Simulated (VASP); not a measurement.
# KCl (Sylvite) (Fm-3m) in VASP: further runs

The runs below take KCl (Sylvite) through relaxation of the atoms, with PBE.

Everything below comes from runs of VASP 6.6.1. Logs are shortened: lines on timing, memory, paths and dates and some standing lists are left out, and cuts for length are marked.

### 1 The structure

The structure is cubic, space group Fm-3m (No. 225). Conventional cell: a = 6.395 Å, b = 6.395 Å, c = 6.395 Å, α = 90.00°, β = 90.00°, γ = 90.00°. Around K (site symmetry m-3m) lie 6 Cl at 3.20 Å. Cl (site symmetry m-3m) is surrounded by 6 K at 3.20 Å.

### 2 Relaxation of the atoms, PBE (a relaxed cell with its volume scaled by 0.98)

Contents of INCAR:

```
PREC = Accurate
ENCUT = 300
EDIFF = 1E-7
ISMEAR = 0
SIGMA = 0.03
LREAL = False
LASPH = True
NELM = 80
ALGO = Fast
ISIF = 2
LWAVE = False
LCHARG = False
GGA = PE
IBRION = 2
NSW = 40
EDIFFG = -0.01
```

Contents of KPOINTS:

```
regular mesh
0
Gamma
  4 4 4
```

Contents of POSCAR:

```
KCl                                     
1.0
   -0.0000000000      3.1760361461      3.1760361461
    3.1760361461      0.0000000000      3.1760361461
    3.1760361461      3.1760361461     -0.0000000000
  K               Cl            
     1     1
Direct
     1.0000000000000000    1.0000000000000000    0.0000000000000000
     0.5000000000000000    0.5000000000000000    0.5000000000000000
```

Potentials or basis: VASP PAW PBE potentials, release 64 (K_pv, Cl).

Command:

```
cat potpaw_PBE.64/K_pv/POTCAR potpaw_PBE.64/Cl/POTCAR > POTCAR
mpirun -np 1 vasp_std > vasp.out
```

OUTCAR:

```text
PREC = Accurate
   ENCUT = 300
   EDIFF = 1E-7
   ISMEAR = 0
   LREAL = False
   LASPH = True
   NELM = 80
   ISIF = 2
   GGA = PE
   IBRION = 2
   NSW = 40
   EDIFFG = -0.01

 ion  position               nearest neighbor table
   1  0.000  0.000  0.000-   2 3.18   2 3.18   2 3.18   2 3.18   2 3.18   2 3.18
   2  0.500  0.500  0.500-   1 3.18   1 3.18   1 3.18   1 3.18   1 3.18   1 3.18

  LATTYP: Found a face centered cubic cell.
 ALAT       =     6.3520722922

  Lattice vectors:

 A1 = (   0.0000000000,   3.1760361461,   3.1760361461)
 A2 = (   3.1760361461,   0.0000000000,   3.1760361461)
 A3 = (   3.1760361461,   3.1760361461,   0.0000000000)

Analysis of symmetry for initial positions (statically):
=====================================================================
 Subroutine PRICEL returns:
 Original cell was already a primitive cell.

 Routine SETGRP: Setting up the symmetry group for a
 face centered cubic supercell.

 Subroutine GETGRP returns: Found 48 space group operations
 (whereof 48 operations were pure point group operations)
 out of a pool of 48 trial point group operations.

The static configuration has the point symmetry O_h .

Analysis of symmetry for dynamics (positions and initial velocities):
=====================================================================
 Subroutine PRICEL returns:
 Original cell was already a primitive cell.

 Routine SETGRP: Setting up the symmetry group for a
 face centered cubic supercell.

 Subroutine GETGRP returns: Found 48 space group operations
 (whereof 48 operations were pure point group operations)
 out of a pool of 48 trial point group operations.

The dynamic configuration has the point symmetry O_h .

 Subroutine INISYM returns: Found 48 space group operations
 (whereof 48 operations are pure point group operations),
 and found     1 'primitive' translations

----------------------------------------------------------------------------------------

                                     Primitive cell

  volume of cell :      64.0747

  direct lattice vectors                    reciprocal lattice vectors
     0.000000000  3.176036146  3.176036146    -0.157428939  0.157428939  0.157428939
     3.176036146  0.000000000  3.176036146     0.157428939 -0.157428939  0.157428939
     3.176036146  3.176036146  0.000000000     0.157428939  0.157428939 -0.157428939

  length of vectors
     4.491593392  4.491593392  4.491593392     0.272674921  0.272674921  0.272674921

  position of ions in fractional coordinates (direct lattice)
     0.000000000  0.000000000  0.000000000
     0.500000000  0.500000000  0.500000000

  ion indices of the primitive-cell ions
   primitive index   ion index
                 1           1
                 2           2

----------------------------------------------------------------------------------------

 KPOINTS: regular mesh

Automatic generation of k-mesh.
 Grid dimensions read from file:
 generate k-points for:    4    4    4

 Generating k-lattice:

  Cartesian coordinates                     Fractional coordinates (reciprocal lattice)
    -0.039357235  0.039357235  0.039357235     0.250000000  0.000000000  0.000000000
     0.039357235 -0.039357235  0.039357235     0.000000000  0.250000000  0.000000000
     0.039357235  0.039357235 -0.039357235     0.000000000  0.000000000  0.250000000

  Length of vectors
     0.068168730  0.068168730  0.068168730

  Shift w.r.t. Gamma in fractional coordinates (k-lattice)
     0.000000000  0.000000000  0.000000000

 Subroutine IBZKPT returns following result:
 ===========================================

 Found      8 irreducible k-points:

 Following reciprocal coordinates:
            Coordinates               Weight
  0.000000  0.000000  0.000000      1.000000
  0.250000  0.000000  0.000000      8.000000
  0.500000  0.000000  0.000000      4.000000
  0.250000  0.250000  0.000000      6.000000
  0.500000  0.250000  0.000000     24.000000
 -0.250000  0.250000  0.000000     12.000000
  0.500000  0.500000  0.000000      3.000000
 -0.250000  0.500000  0.250000      6.000000
   k-points           NKPTS =      8   k-points in BZ     NKDIM =      8   number of bands    NBANDS=     11
   number of dos      NEDOS =    301   number of ions     NIONS =      2
   total plane-waves  NPLWV =  21952
   dimension x,y,z NGX =    28 NGY =   28 NGZ =   28
   dimension x,y,z NGXF=    56 NGYF=   56 NGZF=   56
   ions per type =               1   1
   NGX,Y,Z   is equivalent  to a cutoff of  10.36, 10.36, 10.36 a.u.
   NGXF,Y,Z  is equivalent  to a cutoff of  20.73, 20.73, 20.73 a.u.
 SYSTEM =  unknown system
   PREC   = accura    normal or accurate (medium, high low for compatibility)
   ISTART =      0    job   : 0-new  1-cont  2-samecut
   ICHARG =      2    charge: 1-file 2-atom 10-const
   ISPIN  =      1    spin polarized calculation?
   LNONCOLLINEAR =      F non collinear calculations
   LSORBIT =      F    spin-orbit coupling
   LASPH  =      T    aspherical Exc in radial PAW
   ENCUT  =  300.0 eV  22.05 Ry    4.70 a.u.   6.34  6.34  6.34*2*pi/ulx,y,z
   NELM   =     80;   NELMIN=  2; NELMDL= -5     # of ELM steps
   EDIFF  = 0.1E-06   stopping-criterion for ELM
   LREAL  =      F    real-space projection
   EDIFFG = -.1E-01   stopping-criterion for IOM
   NSW    =     40    number of steps for IOM
   IBRION =      2    ionic relax: 0-MD 1-quasi-New 2-CG
   NFREE  =      1    steps in history (QN), initial steepest desc. (CG)
   ISIF   =      2    stress and relaxation
   ISYM   =      2    0-nonsym 1-usesym 2-fastsym
   POTIM  = 0.5000    time-step for ionic-motion
   TEBEG  =    0.0;   TEEND  =   0.0 temperature during run
   PSTRESS=    0.0 pullay stress
   NELECT =      14.0000    total number of electrons
   NUPDOWN=      -1.0000    fix difference up-down
   EMIN   =  10.00;   EMAX   =-10.00  energy-range for DOS
   EFERMI =   0.00;   METHOD = LEGACY
   ISMEAR =     0;   SIGMA  =   0.03  broadening in eV -4-tet -1-fermi 0-gaus
   EFERMI_NEDOS =   21; number of points for ismear=-14 and -15
   IALGO  =     68    algorithm
   IMIX   =      4    mixing-type and parameters
     AMIX     =   0.40;   BMIX     =  1.00
     AMIX_MAG =   1.60;   BMIX_MAG =  1.00
  volume/ion in A,a.u.               =      32.04       216.20
  Fermi-wavevector in a.u.,A,eV,Ry     =   0.986027  1.863321 13.228250  0.972249
  Thomas-Fermi vector in A             =   2.117377
   LORBIT       =      0    0 simple, 1 ext, 2 COOP (PROOUT), +10 PAW based schemes
   GGA     = PE    functional components
   LHFCALC =     F    Hartree Fock is set to
   AEXX    =    0.0000 exact exchange contribution
   IVDW    =     0    specifies the selected vdW correction
   LEPSILON=     F    determine dielectric tensor
   LRPA    =     F    only Hartree local field effects (RPA)
 conjugate gradient relaxation of ions
 non-spin polarized calculation
 RMM-DIIS sequential band-by-band and
 Gauss-broadening in eV      SIGMA  =   0.03
  energy-cutoff  :      300.00
  volume of cell :       64.07
 maximum number of plane-waves:       769
 NGX is ok and might be reduce to    28
   NGX = 13   NGY = 13   NGZ = 13

 number of electron      13.9999998 magnetization

 Free energy of the ion-electron system (eV)
  ---------------------------------------------------
  ext. energy  EPLUGINS =         0.00000000
  ---------------------------------------------------
  free energy    TOTEN  =        -6.76218224 eV

  energy without entropy =       -6.76218224  energy(sigma->0) =       -6.76218224

 E-fermi :  -3.0511     XC(G=0):  -7.3930

 val. band max:       -3.1801117824   @ k =   0.0000   0.0000   0.0000
 cond. band min:       1.9015436664   @ k =   0.0000   0.0000   0.0000
 fundamental gap:      5.0816554488
 Fermi energy:        -3.0510658325

 k-point     1 :       0.0000    0.0000    0.0000
  band No.  band energies     occupation
      1     -15.2839      2.00000
      2     -13.8938      2.00000
      3     -13.8938      2.00000
      4     -13.8938      2.00000
      5      -3.1801      2.00000
      6      -3.1801      2.00000
      7      -3.1801      2.00000
      8       1.9015      0.00000
      9       5.1909      0.00000
     10       5.1909      0.00000
     11       5.1909      0.00000

 k-point     2 :       0.2500    0.0000    0.0000
  band No.  band energies     occupation
      1     -15.3717      2.00000
      2     -13.8982      2.00000
      3     -13.8982      2.00000
      4     -13.7772      2.00000
      5      -3.7443      2.00000
      6      -3.3356      2.00000
      7      -3.3356      2.00000
      8       3.1379      0.00000
      9       4.9594      0.00000
     10       5.9399      0.00000
     11       5.9399      0.00000

 k-point     3 :       0.5000    0.0000    0.0000
  band No.  band energies     occupation
      1     -15.4484      2.00000
      2     -13.9025      2.00000
      3     -13.9025      2.00000
      4     -13.6708      2.00000
      5      -4.1932      2.00000
      6      -3.4810      2.00000
      7      -3.4810      2.00000
      8       4.3367      0.00000
      9       5.3106      0.00000
     10       7.3528      0.00000
     11       7.4760      0.00000

 k-point     4 :       0.2500    0.2500    0.0000
  band No.  band energies     occupation
      1     -15.3221      2.00000
      2     -13.9186      2.00000
      3     -13.9186      2.00000
      4     -13.8229      2.00000
      5      -3.7817      2.00000
      6      -3.3065      2.00000
      7      -3.3065      2.00000
      8       3.3380      0.00000
      9       4.0728      0.00000
     10       6.5709      0.00000
     11       6.6705      0.00000

 k-point     5 :       0.5000    0.2500    0.0000
  band No.  band energies     occupation
      1     -15.3271      2.00000
      2     -13.9512      2.00000
      3     -13.9233      2.00000
      4     -13.8057      2.00000
      5      -3.9138      2.00000
      6      -3.5611      2.00000
      7      -3.4408      2.00000
      8       4.1947      0.00000
      9       4.9780      0.00000
     10       6.8420      0.00000
     11       7.2249      0.00000

 k-point     6 :      -0.2500    0.2500    0.0000
  band No.  band energies     occupation
      1     -15.3757      2.00000
      2     -13.9503      2.00000
      3     -13.9028      2.00000
      4     -13.7404      2.00000
      5      -3.9613      2.00000
      6      -3.4965      2.00000
      7      -3.4689      2.00000
      8       4.3298      0.00000
      9       4.9168      0.00000
     10       6.6292      0.00000
     11       6.6813      0.00000

 k-point     7 :       0.5000    0.5000    0.0000
  band No.  band energies     occupation
      1     -15.1798      2.00000
      2     -14.0210      2.00000
      3     -13.9438      2.00000
      4     -13.9438      2.00000
      5      -3.8235      2.00000
      6      -3.3998      2.00000
      7      -3.3998      2.00000
      8       3.3675      0.00000
      9       5.0367      0.00000
     10       6.7422      0.00000
     11       7.0948      0.00000

 k-point     8 :      -0.2500    0.5000    0.2500
  band No.  band energies     occupation
      1     -15.2692      2.00000
      2     -13.9823      2.00000
      3     -13.9823      2.00000
      4     -13.8113      2.00000
      5      -3.6419      2.00000
      6      -3.6417      2.00000
      7      -3.6417      2.00000
      8       4.8218      0.00000
      9       4.8218      0.00000
     10       6.1603      0.00000
     11       6.6060      0.00000

------------------------ aborting loop because EDIFF is reached ----------------------------------------

  FORCE on cell =-STRESS in cart. coord.  units (eV):
  Direction    XX          YY          ZZ          XY          YZ          ZX
  --------------------------------------------------------------------------------------
  -------------------------------------------------------------------------------------
  Total        0.1590447      0.1590447      0.1590447      0.0000000      0.0000000      0.0000000
  in kB        3.9768895      3.9768895      3.9768895      0.0000000      0.0000000      0.0000000
  external PRESSURE =       3.9768895 kB  Pullay stress =       0.0000000 kB

 VOLUME and BASIS-vectors are now :
 -----------------------------------------------------------------------------
  energy-cutoff  :      300.00
  volume of cell :       64.07
      direct lattice vectors                 reciprocal lattice vectors
     0.000000000  3.176036146  3.176036146    -0.157428939  0.157428939  0.157428939
     3.176036146  0.000000000  3.176036146     0.157428939 -0.157428939  0.157428939
     3.176036146  3.176036146  0.000000000     0.157428939  0.157428939 -0.157428939

 POSITION                                       TOTAL-FORCE (eV/Angst)
 -----------------------------------------------------------------------------------
      0.00000      0.00000      0.00000        -0.000000      0.000000     -0.000000
      3.17604      3.17604      3.17604         0.000000     -0.000000      0.000000
 -----------------------------------------------------------------------------------
    total drift:                                0.000000      0.000000      0.000000

  FREE ENERGIE OF THE ION-ELECTRON SYSTEM (eV)
  ---------------------------------------------------
  free  energy   TOTEN  =        -6.7621822413 eV

  energy  without entropy=       -6.7621822413  energy(sigma->0) =       -6.76218224

 reached required accuracy - stopping structural energy minimisation
```

It took 6.5 s on 1 thread of AMD EPYC 7R43 (Zen 3), shared host; peak memory 0.12 GiB.

Results:

| Property | Result |
| --- | --- |
| Free energy | -6.7622 eV |
| Pressure after relaxing | 0.4 GPa |
| Band gap on the k mesh | 5.08 eV, direct |

Final structure:
```cif
data_structure
_symmetry_space_group_name_H-M 'P 1'
_symmetry_Int_Tables_number 1
_cell_length_a 4.4916
_cell_length_b 4.4916
_cell_length_c 4.4916
_cell_angle_alpha 60.000
_cell_angle_beta 60.000
_cell_angle_gamma 60.000
_cell_volume 64.07
loop_
_atom_site_label
_atom_site_type_symbol
_atom_site_fract_x
_atom_site_fract_y
_atom_site_fract_z
_atom_site_occupancy
K1 K 0.00000 0.00000 0.00000 1
Cl1 Cl 0.50000 0.50000 0.50000 1
```

Caveat: the k mesh is coarse (spacing up to 0.43 Å⁻¹), so the values aren't converged; the cutoff is under 1.25 times the usual one of these potentials, so pressure, stress and relaxed cells hold a basis-set (Pulay) error; the relaxation stopped at its first step, so nothing moved.

### 3 Relaxation of the atoms, PBE

INCAR is that of step 2.

KPOINTS is that of step 2.

Contents of POSCAR:

```
KCl                                     
1.0
   -0.0000000000      3.1974965007      3.1974965007
    3.1974965007      0.0000000000      3.1974965007
    3.1974965007      3.1974965007     -0.0000000000
  K               Cl            
     1     1
Direct
     1.0000000000000000    1.0000000000000000    0.0000000000000000
     0.5000000000000000    0.5000000000000000    0.5000000000000000
```

Potentials or basis: VASP PAW PBE potentials, release 64 (K_pv, Cl).

Command:

```
cat potpaw_PBE.64/K_pv/POTCAR potpaw_PBE.64/Cl/POTCAR > POTCAR
mpirun -np 1 vasp_std > vasp.out
```

It took 6.4 s on 1 thread of AMD EPYC 7R43 (Zen 3), shared host; peak memory 0.12 GiB.

It converged, with:

| Quantity | Value |
| --- | --- |
| Free energy | -6.7655 eV |
| Pressure after relaxing | 0.0 GPa |
| Band gap on the k mesh | 5.01 eV, direct |

Final structure:
```xyz
2
Lattice="0.0000 3.1975 3.1975 3.1975 0.0000 3.1975 3.1975 3.1975 0.0000" Properties=species:S:1:pos:R:3 pbc="T T T"
K     0.0000    0.0000    0.0000
Cl    3.1975    3.1975    3.1975
```

Levels at points of the mesh, in eV from the valence-band top:
| k point | band 4 | band 5 | band 6 | band 7 | band 8 | band 9 | band 10 | band 11 |
| --- | --- | --- | --- | --- | --- | --- | --- | --- |
| (0.00, 0.00, 0.00) | -10.77 | 0.00 | 0.00 | 0.00 | 5.01 | 8.36 | 8.36 | 8.36 |
| (0.50, 0.00, 0.00) | -10.55 | -0.98 | -0.29 | -0.29 | 7.46 | 8.41 | 10.46 | 10.49 |
| (0.50, 0.50, 0.00) | -10.81 | -0.63 | -0.22 | -0.22 | 6.56 | 8.12 | 9.80 | 10.23 |

Caveat: the k mesh is coarse (spacing up to 0.43 Å⁻¹), so the values aren't converged; the cutoff is under 1.25 times the usual one of these potentials, so pressure, stress and relaxed cells hold a basis-set (Pulay) error; the relaxation stopped at its first step, so nothing moved. As with any semilocal functional, this PBE gap is likely too small.

### 4 Relaxation of the atoms, PBE (a relaxed cell with its volume scaled by 1.02)

INCAR is that of step 3.

KPOINTS is that of step 3.

Contents of POSCAR:

```
KCl                                     
1.0
   -0.0000000000      3.2186725914      3.2186725914
    3.2186725914      0.0000000000      3.2186725914
    3.2186725914      3.2186725914     -0.0000000000
  K               Cl            
     1     1
Direct
     1.0000000000000000    1.0000000000000000    0.0000000000000000
     0.5000000000000000    0.5000000000000000    0.5000000000000000
```

Command:

```
cat potpaw_PBE.64/K_pv/POTCAR potpaw_PBE.64/Cl/POTCAR > POTCAR
mpirun -np 1 vasp_std > vasp.out
```

Wall time 6.5 s (1 thread of AMD EPYC 7R43 (Zen 3), shared host); peak memory 0.11 GiB.

It converged, with:

```yaml
Free_energy: -6.7657 eV
Pressure_after_relaxing: -0.3 GPa
Band_gap_on_the_k_mesh: 4.95 eV, direct
```

Final structure:
```
K Cl
1.0
     0.00000    3.21867    3.21867
     3.21867    0.00000    3.21867
     3.21867    3.21867    0.00000
K Cl
1 1
Direct
  0.00000 0.00000 0.00000
  0.50000 0.50000 0.50000
```

Levels at points of the mesh, in eV from the valence-band top:
```
           k point  band 5  band 6  band 7  band 8  band 9  band 10
(0.00, 0.00, 0.00)    0.00    0.00    0.00    4.95    8.34     8.34
(0.50, 0.00, 0.00)   -0.95   -0.27   -0.27    7.40    8.32    10.39
(0.50, 0.50, 0.00)   -0.62   -0.21   -0.21    6.57    8.04     9.69
```

Caveat: the k mesh is coarse (spacing up to 0.42 Å⁻¹), so the values aren't converged; the cutoff is under 1.25 times the usual one of these potentials, so pressure, stress and relaxed cells hold a basis-set (Pulay) error; the relaxation stopped at its first step, so nothing moved.

### 5 The runs side by side

| cell | gap on the mesh (eV) | pressure (GPa) |
| --- | --- | --- |
| atoms relaxed from: a relaxed cell with its volume scaled by 0.98 | 5.08 | 0.4 |
| atoms relaxed | 5.01 | 0.0 |
| atoms relaxed from: a relaxed cell with its volume scaled by 1.02 | 4.95 | -0.3 |

Alike in all rows: task relaxation of the atoms; level PBE; potentials or basis VASP PAW PBE potentials, release 64 (K_pv, Cl); no spin polarisation; k mesh 4 × 4 × 4; cutoff (eV) 300; smearing gaussian 0.03 eV; the mesh is coarse, so values aren't converged.

Caveats: all runs use coarse meshes; the cutoff is under 1.25 times the usual one of these potentials, so pressure, stress and relaxed cells hold a basis-set (Pulay) error; the relaxation stopped at its first step, so nothing moved.

Absolute energies hang on the potentials; compare differences alone.
